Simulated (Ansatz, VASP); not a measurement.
# HfSi3: VASP beside Ansatz

```xyz
4
Lattice="0.0000 3.2402 3.2402 3.2402 0.0000 3.2402 3.2402 3.2402 0.0000" Properties=species:S:1:pos:R:3 pbc="T T T"
Hf    3.2402    3.2402    3.2402
Si    0.0000    0.0000    0.0000
Si    4.8603    4.8603    4.8603
Si    1.6201    1.6201    1.6201
```

Alike in both runs: functional PBE; k mesh 4 × 4 × 4; occupations gaussian, width 0.1 eV; no spin polarisation.

Ansatz relaxed the structure, and its values are those at the end. VASP's run is a single point on that final structure, the one shown.

|  | VASP | Ansatz |
| --- | --- | --- |
| version | VASP 6.6.1 | Ansatz 0.2.0 |
| potentials or method | VASP PAW PBE potentials, release 64 (Hf_pv, Si) | scalar-relativistic, plane waves, PAW |
| plane-wave cutoff (eV) | 520 | 420 |
| valence electrons in the cell | 22 | 38 |

VASP gave:

| Item | Value |
| --- | --- |
| gap on the k mesh at the Fermi level (eV) | none |
| pressure (GPa) | -0.5 |

Question: Estimate Ansatz's values.

Answer: gap on the k mesh at the Fermi level (eV): none; pressure (GPa): -0.3.

A gap of «none» marks a metal or a gap that the smearing closes. The two sets of potentials don't hold the same shells in valence.

Caveats: the k mesh is coarse (spacing up to 0.42 Å⁻¹), so the values aren't converged. The runs have no spin-orbit coupling, so splittings on Hf are missing.
